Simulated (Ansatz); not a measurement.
A sublattice moved along a line in TaN

Method: DFT r2SCAN, scalar-relativistic, plane waves, PAW in Ansatz 0.2.0. The runs took a 500 eV cutoff, a Γ-centred 18×18×16 mesh and Gaussian smearing (0.15 eV). Spin–orbit coupling is left out, which can shift energies with elements as heavy as these. No spin polarisation. Energies are free energies at this smearing, counted from the undisturbed cell; pressure is positive in compression.

Zero of the scan (as given, not relaxed at this level; it stands at -0.2 GPa; this form isn't the usual structure):

```xyz
2
Lattice="2.9380 0.0000 0.0000 -1.4690 2.5444 0.0000 0.0000 0.0000 2.8830" Properties=species:S:1:pos:R:3 pbc="T T T"
Ta    0.0000    1.6963    1.4415
N    -1.4690    2.5444    0.0000
```

Every N atom is moved by x along the Cartesian unit vector (0.577, 0.577, 0.577); the cell and all other atoms stay fixed. The cell is metallic on the mesh throughout.

| x (Å) | ΔE (meV/cell) |
| --- | --- |
| -0.1000 | 69.9 |
| -0.0500 | 17.3 |
| 0.0000 | 0.0 |
| 0.0250 | 4.3 |
| 0.0750 | 38.4 |
| 0.1000 | 68.3 |

Predict the force along x on the moved atoms (eV/Å) at each point.

| x (Å) | force along x on the moved atoms (eV/Å) |
| --- | --- |
| -0.1000 | 1.42 |
| -0.0500 | 0.69 |
| 0.0000 | 0.00 |
| 0.0250 | -0.34 |
| 0.0750 | -1.02 |
| 0.1000 | -1.37 |